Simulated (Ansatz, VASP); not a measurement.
# Ga in VASP and in Ansatz

```xyz
1
Lattice="0.0000 2.1154 2.1154 2.1154 0.0000 2.1154 2.1154 2.1154 0.0000" Properties=species:S:1:pos:R:3 pbc="T T T"
Ga    0.0000    0.0000    0.0000
```

Alike in both runs: functional PBE; k mesh 16 × 16 × 16; occupations gaussian, width 0.1 eV; no spin polarisation.

Ansatz relaxed the structure, and its values are those at the end. VASP's run is a single point on that final structure, the one shown.

|  | VASP | Ansatz |
| --- | --- | --- |
| version | VASP 6.6.1 | Ansatz 0.2.0 |
| potentials or method | VASP PAW PBE potentials, release 64 (Ga_d) | scalar-relativistic, plane waves, PAW |
| plane-wave cutoff (eV) | 520 | 420 |
| valence electrons in the cell | 13 | 13 |

VASP gave:

| Quantity | Value |
| --- | --- |
| gap on the k mesh at the Fermi level (eV) | none |
| pressure (GPa) | 0.1 |

Problem. Which values does Ansatz return?

Solution. gap on the k mesh at the Fermi level (eV): none; pressure (GPa): 0.0.

A gap of «none» marks a metal or a gap that the smearing closes.
